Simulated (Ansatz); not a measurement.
Method: DFT PBE, scalar-relativistic, plane waves, PAW in Ansatz 0.2.0. All cells share a 420 eV cutoff and Γ-centred k meshes spaced at most about 0.3 Å⁻¹ (about 0.25 or finer for metals, 2π included). No spin polarisation.

Temperature and zero-point effects are left out.

Two forms of Sn4Se3 were relaxed alike.

A.

Space group P4/nmm:1 (No. 129). a = 4.285 Å, b = 4.285 Å, c = 21.760 Å, α = 90.00°, β = 90.00°, γ = 90.00°
| atom | site | symmetry | x | y | z |
| --- | --- | --- | --- | --- | --- |
| Sn | 2a | -4m2 | 0.5000 | 0.5000 | 0.0000 |
| Sn | 2c | 4mm | 0.5000 | 0.0000 | 0.2818 |
| Sn | 2c | 4mm | 0.5000 | 0.0000 | 0.5659 |
| Sn | 2c | 4mm | 0.5000 | 0.0000 | 0.8510 |
| Se | 2c | 4mm | 0.5000 | 0.0000 | 0.4356 |
| Se | 2c | 4mm | 0.5000 | 0.0000 | 0.1526 |
| Se | 2c | 4mm | 0.5000 | 0.0000 | 0.7202 |

B.

Space group Pm-3m (No. 221). a = 5.983 Å, b = 5.983 Å, c = 5.983 Å, α = 90.00°, β = 90.00°, γ = 90.00°
```csv
atom,site,symmetry,x,y,z
Sn,1a,m-3m,0.0000,0.0000,0.0000
Sn,3c,4/mm.m,0.5000,0.0000,0.5000
Se,3d,4/mm.m,0.5000,0.0000,0.0000
```

Problem. Which form is favoured at zero pressure, and by what margin per atom?

Solution. A is lower, by 115 meV/atom. A has space group P4/nmm (No. 129), 28.5 Å³/atom and no gap on its mesh; B has space group Pm-3m (No. 221), 30.6 Å³/atom and no gap. Counting Se atoms around Sn (those within 1.25 times the shortest such distance or 1.15 times the sum of covalent radii, 1.27 where that leaves under three; the shortest distance is added where it exceeds 1.18 times the sum of covalent radii; a slash parts the counts of unlike sites), A has Sn 4 from 4.0 Å/5/5+1 and B has Sn 4/6. The denser one is the lower, and pressure would at first widen the difference. In A, Sn on a site of symmetry -4m2 has 4 Sn at 3.03 Å; around Sn on a site of symmetry 4mm lie 1 Se at 2.81 Å, 4 Se at 3.03 Å and 1 Se at 3.35 Å; Se on its first site is surrounded by 1 Sn at 2.84 Å, 4 Sn at 3.03 Å and 1 Sn at 3.35 Å; 4 more sites not described. In B, Sn on a site of symmetry m-3m is surrounded by 6 Se at 2.99 Å; around Sn on a site of symmetry 4/mmm lie 4 Se at 2.99 Å; Se is surrounded by 6 Sn at 2.99 Å. Both come from invented guesses.

Cells relaxed within their symmetry can be saddle points.
